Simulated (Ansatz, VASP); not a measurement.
# One calculation of Tl, two programs

```
CELL_PARAMETERS angstrom
3.31004 0.00000 0.00000
0.00000 3.31004 0.00000
0.00000 0.00000 3.31004
ATOMIC_POSITIONS crystal
Tl 0.00000 0.00000 0.00000
```

Alike in both runs: task single point; functional revPBE; k mesh 11 × 11 × 11; occupations fermi-dirac, width 0.1 eV; no spin polarisation.

|  | VASP | Ansatz |
| --- | --- | --- |
| version | VASP 6.6.1 | Ansatz 0.2.0 |
| potentials or method | VASP PAW PBE potentials, release 64 (Tl_d) | plane waves (420 eV) with PAW, scalar-relativistic |
| plane-wave cutoff (eV) | 520 | 420 |
| valence electrons in the cell | 13 | 13 |

```csv
,VASP,Ansatz,Ansatz less VASP
pressure (GPa),0.0,0.0,+0.05
```

Caveats: the PAW data sets were made with another functional, which shifts forces and pressure a little (VASP). The runs have no spin-orbit coupling, so splittings on Tl are missing.
